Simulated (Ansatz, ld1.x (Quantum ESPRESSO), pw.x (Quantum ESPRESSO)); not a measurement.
**Se (bcc): variants of one ultrasoft potential in the solid**

| Property | Result |
| --- | --- |
| Element | Se (Z = 34) |
| Generator | ld1.x (Quantum ESPRESSO) 7.5 |
| Type | ultrasoft |
| Functional | PBE |
| Relativity | scalar-relativistic |
| Frozen core | [Ar] 3d10 |
| Valence charge | 6 |
| Reference configuration | 4s1.5 4p4.5 |
| Partial waves | 4s (bound): rcut 1.05, rcutus 1.35 bohr; 4s channel at -0.1 Ry: rcut 1.05, rcutus 1.35 bohr; 4p (bound): rcut 1.60, rcutus 2.10 bohr; 4p channel at 0.7 Ry: rcut 1.60, rcutus 2.10 bohr; 4d channel at 0.35 Ry: rcut 1.50, rcutus 1.90 bohr; 4d channel at 2.3 Ry: rcut 1.50, rcutus 1.90 bohr |
| Local potential | all-electron potential smoothed inside 1.60 bohr (lloc = -1) |
| Core correction | none |
| Augmentation charge | PSQ, inside the norm-conserving radii |

Crystal test: bcc Se in pw.x 7.5, no spin, 13³ k-points, Fermi–Dirac smearing 0.01 Ry, cutoffs set for each file from its atomic test. The reference is all-electron LAPW (Ansatz 0.2.0) with the same functional, mesh and smearing; V0 and B0 come from Birch–Murnaghan fits to the pressures at five volumes. Errors are pseudo minus all-electron; Δ is the rms difference of the E(V) curves that follow from these fits, minima aligned, over ±6 % about the mean V0. Mesh and smearing are coarse, so the numbers serve the comparison and aren't converged zero-temperature values; the lattice is a test structure that the element need not adopt.

All-electron: a0 = 3.441 Å (V0 = 20.37 Å³/atom), B0 = 71.6 GPa.

Base: This is a poor potential for the solid. Atomic configuration tests: test run stopped at test 5 of 7 (negative rho), 1 before it not solved.

1 further variants are left out: they gave no file fit for a test, a broken result, the same result as the base, or pressures whose basis-set error rivals the error shown.

A dash in a converged row means that the minimum lies outside the volumes sampled.

| change | cutoffs (Ry) | pw.x | a0 (Å) | a0 error (%) | B0 error (%) | Δ (meV/atom) | mean pressure error (GPa) |
| --- | --- | --- | --- | --- | --- | --- | --- |
| base | 50/400 | converged | – | – | – | – | -8.32 |
| type TM; waves now 4s (bound): rc 1.35 bohr; 4p (bound): rc 2.10 bohr; 4d channel at 0.35 Ry: rc 1.90 bohr; local potential all-electron potential smoothed inside 1.15 bohr (lloc = -2) | 85/340 | converged | 3.424 | -0.48 | +3.1 | 4.7 | -1.06 |
| waves 4p (bound): rcut 1.60, rcutus 2.02 bohr; 4p channel at 0.7 Ry: rcut 1.60, rcutus 2.02 bohr | 50/400 | converged | – | – | – | – | -8.30 |
| all radii scaled by about 1.29 (s 1.74, p 2.70, d 2.44 bohr, rcut 1.36/2.06/1.92); local potential all-electron potential smoothed inside 2.06 bohr (lloc = -1) | 40/320 | converged | 3.442 | +0.03 | -0.1 | 0.4 | +0.09 |

**Question.** Give the row for: wave 4d channel at 0.35 Ry: rcut 1.50, rcutus 1.90 bohr becomes 4d channel at 6.82 Ry: rcut 1.50, rcutus 1.90 bohr.

**Answer.** pw.x: converged; mean pressure error (GPa): -9.11.
